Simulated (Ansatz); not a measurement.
Molecular dynamics on a 2×2×2 supercell (16 atoms) of GaAs (F-43m), relaxed with r2SCAN. Forces come from PBEsol in the plane-wave code Ansatz: Langevin thermostat and barostat (NPT), 1700 K, steps of 1.5 fs. Spin polarisation is off, nuclei are classical, and the run is far too short for thermal averages.

```yaml
crystal:
  lattice:
    - [0.0, 5.6661663819, 5.6661663819]
    - [5.6661663819, 0.0, 5.6661663819]
    - [5.6661663819, 5.6661663819, 0.0]
  atoms:
    - { symbol: Ga, position: [0.0, 0.0, 0.0] }
    - { symbol: As, position: [0.125, 0.125, 0.125] }
    - { symbol: Ga, position: [0.0, 0.0, 0.5] }
    - { symbol: As, position: [0.125, 0.125, 0.625] }
    - { symbol: Ga, position: [0.0, 0.5, 0.0] }
    - { symbol: As, position: [0.125, 0.625, 0.125] }
    - { symbol: Ga, position: [0.0, 0.5, 0.5] }
    - { symbol: As, position: [0.125, 0.625, 0.625] }
    - { symbol: Ga, position: [0.5, 0.0, 0.0] }
    - { symbol: As, position: [0.625, 0.125, 0.125] }
    - { symbol: Ga, position: [0.5, 0.0, 0.5] }
    - { symbol: As, position: [0.625, 0.125, 0.625] }
    - { symbol: Ga, position: [0.5, 0.5, 0.0] }
    - { symbol: As, position: [0.625, 0.625, 0.125] }
    - { symbol: Ga, position: [0.5, 0.5, 0.5] }
    - { symbol: As, position: [0.625, 0.625, 0.625] }
kpoints:
  mp_grid: { grid: [2, 2, 2] }
hamiltonian:
  xc: pbesol
scf:
  occupations: { method: fermi_dirac, width: 0.146 }
md:
  ensemble: npt_langevin
  temperature: 1700
  timestep: 1.5
  n_steps: 30
  initial_velocities: maxwell_boltzmann
  seed: 3896
```

Run as `ansatz run input.yaml --threads 4 --pin off --max-ram 3686MiB --backend cpu --events-out ev --progress --plain --runs-dir out`.

Question: What wall time did it need on 4 threads of Arm Neoverse V1, with other jobs on the host, and how much host memory at the peak?

Answer: About 3.4 min, with a peak of 1.7 GiB.

Question: How do temperature and energy develop?

Answer: The temperature goes from 1594 K to 668 K in 45 fs. The thermostat hasn't had time to restore it. The atoms start on their lattice sites with kinetic energy alone, so much of it first passes into potential energy.
```csv
step,t (fs),T (K),free energy F from step 0 (meV/atom),kinetic energy (meV/atom),pressure (GPa),volume (Å³/atom),largest force (eV/Å)
0,0,1594,0.0,206.0,1.25,22.74,0.00
1,1.5,1417,0.7,183.2,1.14,22.74,0.19
2,3,1553,2.6,200.7,1.22,22.75,0.37
3,4.5,1350,5.6,174.5,1.09,22.77,0.54
4,6,1250,9.4,161.5,1.05,22.79,0.69
5,7.5,1212,13.9,156.6,1.06,22.80,0.86
6,9,1137,19.0,146.9,1.07,22.81,1.04
7,10.5,1075,24.6,138.9,1.09,22.82,1.22
8,12,981,30.6,126.8,1.10,22.83,1.39
9,13.5,1017,37.0,131.4,1.19,22.84,1.56
10,15,1030,43.8,133.2,1.24,22.87,1.70
11,16.5,960,50.4,124.1,1.22,22.89,1.84
12,18,882,56.8,114.0,1.19,22.92,1.97
13,19.5,804,63.0,103.9,1.18,22.95,2.13
14,21,802,68.9,103.7,1.21,22.97,2.26
15,22.5,849,74.9,109.7,1.26,22.99,2.39
16,24,775,80.3,100.2,1.22,23.01,2.50
17,25.5,803,85.2,103.8,1.22,23.04,2.59
18,27,731,90.0,94.5,1.14,23.08,2.63
19,28.5,726,94.9,93.9,1.10,23.12,2.67
20,30,746,99.5,96.5,1.06,23.16,2.70
21,31.5,781,103.1,101.0,1.01,23.20,2.69
22,33,844,106.4,109.1,0.98,23.24,2.63
23,34.5,781,109.1,100.9,0.88,23.27,2.55
24,36,831,111.2,107.4,0.87,23.29,2.45
25,37.5,875,113.6,113.1,0.85,23.31,2.34
26,39,902,115.9,116.6,0.81,23.33,2.23
27,40.5,764,117.8,98.7,0.68,23.35,2.12
28,42,753,118.9,97.3,0.63,23.36,2.08
29,43.5,681,119.4,88.0,0.54,23.38,2.13
30,45,668,119.6,86.3,0.48,23.39,2.15
```

Positions (Å) and forces (eV/Å) at step 30:
```
cell (Å): 0.000 5.719 5.719; 5.719 0.000 5.719; 5.719 5.719 0.000
Ga   0.029   0.063  -0.058     0.897  -1.081  -0.202
As   1.278   1.556   1.302     1.015  -0.466   1.087
Ga   2.750   3.111   0.189     0.711  -0.648  -0.480
As   4.261   4.547   1.473     0.529  -0.804  -0.336
Ga   2.986  -0.059   2.787    -0.479   0.789  -1.080
As   4.317   1.265   4.263    -0.284   1.720  -0.362
Ga   5.566   3.030   2.897     0.825  -0.728   0.202
As   7.388   4.319   4.178    -2.056   0.057   0.430
Ga  -0.173   2.727   2.842     1.064   1.427  -0.264
As   1.629   4.227   4.348    -1.431  -0.053  -0.408
Ga   2.928   5.754   2.971    -0.656   0.751   0.675
As   4.246   7.308   4.372    -0.282  -0.862   1.324
Ga   3.047   2.885   5.743    -1.324  -1.668  -0.303
As   4.348   4.331   6.965     0.586  -0.061   1.547
Ga   5.865   5.740   5.827     0.268   0.477  -1.549
As   7.090   7.109   7.341     0.616   1.152  -0.281
```
